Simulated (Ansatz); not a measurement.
# Band table of K2S

```xyz
3
Lattice="0.0000 3.6955 3.6955 3.6955 0.0000 3.6955 3.6955 3.6955 0.0000" Properties=species:S:1:pos:R:3 pbc="T T T"
K     1.8478    1.8478    1.8478
K     5.5433    5.5433    5.5433
S     0.0000    0.0000    0.0000
```

Atom numbers follow the list: K1, K2, S3.

The cell is COD entry 1011375, as deposited and not checked against the literature; nothing was relaxed.

These are results of DFT, PBEsol, all-electron LAPW, scalar-relativistic in Ansatz 0.2.0, not measurements.

Numerical set-up: a Γ-centred 7×7×7 k mesh, Fermi–Dirac smearing of 0.01 eV, basis error target 0.5 meV/atom, no spin polarisation.

Path points, in fractions of the reciprocal vectors: Γ (0.000, 0.000, 0.000), X (0.500, 0.000, 0.500), U (0.625, 0.250, 0.625), K (0.375, 0.375, 0.750), L (0.500, 0.500, 0.500), W (0.500, 0.250, 0.750). Levels in eV from the valence-band top; bands 7 to 18, counted from the lowest band of the run. The gap is 2.29 eV, indirect from X (0.5, 0, 0.5) to Γ.

```
# k(1/Å) point b7 b8 b9 b10 b11 b12 b13 b14 b15 b16 b17 b18
0.000 Γ -12.69 -12.69 -12.69 -12.44 -12.44 -12.44 -9.59 -0.21 -0.21 -0.21 2.29 5.41
0.061 - -12.69 -12.69 -12.68 -12.44 -12.44 -12.44 -9.59 -0.22 -0.20 -0.20 2.33 5.41
0.121 - -12.69 -12.69 -12.67 -12.46 -12.44 -12.44 -9.58 -0.27 -0.20 -0.20 2.45 5.38
0.182 - -12.69 -12.69 -12.65 -12.49 -12.43 -12.43 -9.56 -0.33 -0.18 -0.18 2.62 5.34
0.243 - -12.70 -12.70 -12.63 -12.53 -12.43 -12.43 -9.54 -0.41 -0.17 -0.17 2.85 5.25
0.304 - -12.70 -12.70 -12.60 -12.58 -12.43 -12.43 -9.51 -0.48 -0.14 -0.14 3.11 5.14
0.364 - -12.71 -12.71 -12.63 -12.56 -12.42 -12.42 -9.48 -0.55 -0.12 -0.12 3.37 5.02
0.425 - -12.72 -12.72 -12.68 -12.53 -12.42 -12.42 -9.45 -0.61 -0.10 -0.10 3.60 4.95
0.486 - -12.73 -12.73 -12.73 -12.49 -12.41 -12.41 -9.43 -0.66 -0.08 -0.08 3.73 4.99
0.547 - -12.78 -12.73 -12.73 -12.46 -12.41 -12.41 -9.40 -0.70 -0.06 -0.06 3.74 5.19
0.607 - -12.82 -12.74 -12.74 -12.43 -12.41 -12.41 -9.38 -0.73 -0.04 -0.04 3.67 5.49
0.668 - -12.86 -12.74 -12.74 -12.40 -12.40 -12.40 -9.36 -0.75 -0.02 -0.02 3.57 5.47
0.729 - -12.88 -12.75 -12.75 -12.40 -12.40 -12.38 -9.35 -0.76 -0.01 -0.01 3.49 5.34
0.789 - -12.90 -12.75 -12.75 -12.40 -12.40 -12.37 -9.34 -0.77 0.00 0.00 3.44 5.26
0.850 X -12.90 -12.75 -12.75 -12.40 -12.40 -12.37 -9.34 -0.77 0.00 0.00 3.42 5.24
0.872 - -12.90 -12.75 -12.75 -12.40 -12.40 -12.37 -9.34 -0.77 0.00 0.00 3.42 5.24
0.893 - -12.90 -12.75 -12.75 -12.40 -12.40 -12.37 -9.34 -0.76 -0.01 0.00 3.42 5.24
0.915 - -12.90 -12.75 -12.75 -12.40 -12.40 -12.37 -9.34 -0.76 -0.01 0.00 3.43 5.25
0.936 - -12.90 -12.75 -12.75 -12.40 -12.40 -12.37 -9.34 -0.75 -0.02 0.00 3.44 5.26
0.957 - -12.90 -12.75 -12.74 -12.41 -12.41 -12.37 -9.33 -0.74 -0.03 0.00 3.45 5.27
0.979 - -12.90 -12.75 -12.74 -12.41 -12.41 -12.37 -9.33 -0.73 -0.05 0.00 3.46 5.28
1.000 - -12.90 -12.74 -12.74 -12.41 -12.41 -12.37 -9.33 -0.71 -0.06 0.00 3.48 5.29
1.022 - -12.89 -12.74 -12.74 -12.42 -12.41 -12.37 -9.33 -0.70 -0.08 0.00 3.49 5.31
1.043 - -12.89 -12.74 -12.73 -12.42 -12.42 -12.37 -9.33 -0.68 -0.10 -0.01 3.51 5.33
1.065 - -12.89 -12.74 -12.73 -12.43 -12.42 -12.37 -9.34 -0.66 -0.12 -0.01 3.54 5.34
1.086 - -12.89 -12.73 -12.72 -12.43 -12.43 -12.37 -9.34 -0.64 -0.14 -0.01 3.56 5.36
1.108 - -12.88 -12.73 -12.72 -12.44 -12.43 -12.37 -9.34 -0.62 -0.16 -0.01 3.59 5.38
1.129 - -12.88 -12.73 -12.71 -12.45 -12.44 -12.38 -9.34 -0.59 -0.19 -0.01 3.61 5.39
1.151 U -12.87 -12.72 -12.71 -12.45 -12.44 -12.38 -9.34 -0.57 -0.21 -0.02 3.64 5.40
1.188 - -12.87 -12.73 -12.70 -12.46 -12.44 -12.38 -9.34 -0.55 -0.23 -0.02 3.66 5.42
1.225 - -12.87 -12.74 -12.68 -12.48 -12.43 -12.38 -9.34 -0.54 -0.25 -0.02 3.68 5.44
1.262 - -12.87 -12.74 -12.66 -12.50 -12.42 -12.38 -9.34 -0.51 -0.27 -0.02 3.69 5.47
1.299 - -12.86 -12.75 -12.64 -12.52 -12.42 -12.38 -9.34 -0.49 -0.29 -0.02 3.71 5.51
1.337 - -12.86 -12.76 -12.62 -12.54 -12.41 -12.39 -9.34 -0.46 -0.32 -0.02 3.72 5.57
1.374 - -12.86 -12.76 -12.60 -12.56 -12.40 -12.39 -9.34 -0.44 -0.34 -0.02 3.73 5.62
1.411 - -12.86 -12.76 -12.58 -12.58 -12.40 -12.40 -9.34 -0.43 -0.35 -0.02 3.73 5.65
1.448 - -12.86 -12.76 -12.60 -12.56 -12.40 -12.39 -9.34 -0.44 -0.34 -0.02 3.73 5.62
1.485 - -12.86 -12.76 -12.62 -12.54 -12.41 -12.39 -9.34 -0.46 -0.32 -0.02 3.72 5.57
1.523 - -12.86 -12.75 -12.64 -12.52 -12.42 -12.38 -9.34 -0.49 -0.29 -0.02 3.71 5.51
1.560 - -12.87 -12.74 -12.66 -12.50 -12.42 -12.38 -9.34 -0.51 -0.27 -0.02 3.69 5.47
1.597 - -12.87 -12.74 -12.68 -12.48 -12.43 -12.38 -9.34 -0.54 -0.25 -0.02 3.68 5.44
1.634 - -12.87 -12.73 -12.70 -12.46 -12.44 -12.38 -9.34 -0.55 -0.23 -0.02 3.66 5.42
1.671 K -12.87 -12.72 -12.71 -12.45 -12.44 -12.38 -9.34 -0.57 -0.21 -0.02 3.64 5.40
1.736 - -12.86 -12.71 -12.69 -12.47 -12.46 -12.38 -9.34 -0.49 -0.29 -0.02 3.74 5.43
1.800 - -12.84 -12.70 -12.66 -12.50 -12.48 -12.39 -9.35 -0.41 -0.36 -0.04 3.85 5.42
1.864 - -12.82 -12.68 -12.64 -12.52 -12.50 -12.39 -9.36 -0.43 -0.34 -0.05 3.95 5.38
1.929 - -12.80 -12.66 -12.61 -12.55 -12.53 -12.40 -9.37 -0.48 -0.27 -0.06 4.02 5.32
1.993 - -12.78 -12.64 -12.59 -12.57 -12.55 -12.40 -9.39 -0.52 -0.22 -0.08 4.02 5.27
2.058 - -12.76 -12.62 -12.59 -12.58 -12.56 -12.41 -9.42 -0.53 -0.18 -0.10 3.91 5.28
2.122 - -12.74 -12.62 -12.60 -12.59 -12.54 -12.41 -9.44 -0.53 -0.16 -0.12 3.71 5.34
2.187 - -12.72 -12.63 -12.62 -12.56 -12.51 -12.42 -9.47 -0.50 -0.16 -0.14 3.45 5.42
2.251 - -12.71 -12.65 -12.64 -12.53 -12.49 -12.43 -9.50 -0.46 -0.16 -0.16 3.17 5.42
2.315 - -12.70 -12.66 -12.66 -12.50 -12.47 -12.43 -9.53 -0.40 -0.17 -0.17 2.90 5.41
2.380 - -12.69 -12.67 -12.67 -12.48 -12.46 -12.43 -9.56 -0.33 -0.19 -0.18 2.66 5.40
2.444 - -12.69 -12.68 -12.68 -12.46 -12.45 -12.44 -9.58 -0.27 -0.20 -0.19 2.46 5.41
2.509 - -12.69 -12.68 -12.68 -12.44 -12.44 -12.44 -9.59 -0.22 -0.20 -0.20 2.34 5.41
2.573 Γ -12.69 -12.69 -12.69 -12.44 -12.44 -12.44 -9.59 -0.21 -0.21 -0.21 2.29 5.41
2.626 - -12.69 -12.68 -12.68 -12.44 -12.44 -12.44 -9.59 -0.22 -0.20 -0.20 2.32 5.42
2.678 - -12.68 -12.68 -12.68 -12.45 -12.44 -12.44 -9.58 -0.25 -0.20 -0.20 2.41 5.42
2.731 - -12.68 -12.68 -12.68 -12.46 -12.45 -12.45 -9.57 -0.30 -0.19 -0.19 2.54 5.43
2.783 - -12.68 -12.68 -12.68 -12.47 -12.45 -12.45 -9.55 -0.35 -0.18 -0.18 2.72 5.44
2.836 - -12.68 -12.67 -12.67 -12.49 -12.46 -12.46 -9.53 -0.41 -0.17 -0.17 2.92 5.46
2.888 - -12.68 -12.66 -12.66 -12.51 -12.47 -12.47 -9.51 -0.46 -0.15 -0.15 3.14 5.49
2.941 - -12.68 -12.65 -12.65 -12.53 -12.48 -12.48 -9.48 -0.51 -0.14 -0.14 3.36 5.52
2.994 - -12.67 -12.64 -12.64 -12.54 -12.49 -12.49 -9.46 -0.55 -0.12 -0.12 3.59 5.56
3.046 - -12.67 -12.63 -12.63 -12.56 -12.50 -12.50 -9.44 -0.58 -0.11 -0.11 3.80 5.61
3.099 - -12.68 -12.62 -12.62 -12.57 -12.52 -12.52 -9.42 -0.60 -0.10 -0.10 4.01 5.65
3.151 - -12.68 -12.61 -12.61 -12.58 -12.53 -12.53 -9.40 -0.62 -0.09 -0.09 4.20 5.48
3.204 - -12.68 -12.60 -12.60 -12.59 -12.54 -12.54 -9.39 -0.63 -0.08 -0.08 4.38 5.26
3.257 - -12.68 -12.59 -12.59 -12.59 -12.56 -12.56 -9.38 -0.64 -0.07 -0.07 4.55 5.06
3.309 L -12.68 -12.59 -12.58 -12.58 -12.57 -12.57 -9.38 -0.64 -0.07 -0.07 4.64 4.96
3.352 - -12.69 -12.60 -12.58 -12.58 -12.56 -12.55 -9.38 -0.64 -0.08 -0.07 4.62 4.97
3.395 - -12.70 -12.62 -12.59 -12.58 -12.54 -12.53 -9.38 -0.63 -0.09 -0.07 4.55 5.01
3.438 - -12.72 -12.64 -12.59 -12.58 -12.52 -12.51 -9.38 -0.61 -0.11 -0.07 4.46 5.06
3.481 - -12.74 -12.66 -12.59 -12.58 -12.50 -12.49 -9.37 -0.59 -0.14 -0.06 4.35 5.14
3.524 - -12.76 -12.68 -12.59 -12.58 -12.48 -12.47 -9.37 -0.57 -0.17 -0.06 4.23 5.23
3.567 - -12.78 -12.70 -12.59 -12.58 -12.46 -12.45 -9.36 -0.55 -0.21 -0.05 4.12 5.32
3.610 - -12.80 -12.72 -12.59 -12.58 -12.44 -12.44 -9.36 -0.52 -0.24 -0.04 4.01 5.41
3.653 - -12.82 -12.73 -12.58 -12.58 -12.43 -12.42 -9.35 -0.49 -0.28 -0.04 3.92 5.50
3.696 - -12.84 -12.75 -12.58 -12.58 -12.41 -12.41 -9.35 -0.47 -0.31 -0.03 3.83 5.57
3.739 - -12.85 -12.76 -12.58 -12.58 -12.40 -12.40 -9.34 -0.44 -0.34 -0.03 3.76 5.63
3.781 - -12.86 -12.77 -12.58 -12.58 -12.40 -12.39 -9.34 -0.42 -0.36 -0.02 3.70 5.67
3.824 - -12.87 -12.77 -12.58 -12.58 -12.39 -12.39 -9.34 -0.41 -0.38 -0.02 3.66 5.70
3.867 - -12.88 -12.78 -12.58 -12.58 -12.39 -12.38 -9.33 -0.40 -0.39 -0.02 3.64 5.72
3.910 W -12.88 -12.78 -12.58 -12.58 -12.38 -12.38 -9.33 -0.39 -0.39 -0.02 3.63 5.72
3.941 - -12.88 -12.78 -12.60 -12.56 -12.39 -12.38 -9.33 -0.44 -0.35 -0.02 3.63 5.66
3.971 - -12.88 -12.78 -12.62 -12.54 -12.39 -12.38 -9.33 -0.48 -0.31 -0.02 3.62 5.60
4.001 - -12.88 -12.78 -12.64 -12.52 -12.39 -12.38 -9.33 -0.52 -0.27 -0.01 3.60 5.54
4.032 - -12.88 -12.77 -12.65 -12.50 -12.39 -12.38 -9.33 -0.56 -0.23 -0.01 3.59 5.49
4.062 - -12.89 -12.77 -12.67 -12.48 -12.39 -12.37 -9.33 -0.60 -0.19 -0.01 3.56 5.44
4.092 - -12.89 -12.77 -12.69 -12.47 -12.39 -12.37 -9.33 -0.63 -0.15 -0.01 3.54 5.40
4.123 - -12.89 -12.76 -12.70 -12.45 -12.39 -12.37 -9.33 -0.66 -0.12 -0.01 3.52 5.36
4.153 - -12.89 -12.76 -12.71 -12.44 -12.40 -12.37 -9.33 -0.69 -0.09 -0.01 3.50 5.33
4.184 - -12.90 -12.76 -12.72 -12.43 -12.40 -12.37 -9.33 -0.71 -0.06 0.00 3.47 5.30
4.214 - -12.90 -12.76 -12.73 -12.42 -12.40 -12.37 -9.33 -0.73 -0.04 0.00 3.46 5.28
4.244 - -12.90 -12.75 -12.74 -12.41 -12.40 -12.37 -9.34 -0.75 -0.02 0.00 3.44 5.26
4.275 - -12.90 -12.75 -12.75 -12.40 -12.40 -12.37 -9.34 -0.76 -0.01 0.00 3.43 5.25
4.305 - -12.90 -12.75 -12.75 -12.40 -12.40 -12.37 -9.34 -0.77 0.00 0.00 3.42 5.24
4.335 X -12.90 -12.75 -12.75 -12.40 -12.40 -12.37 -9.34 -0.77 0.00 0.00 3.42 5.24
```
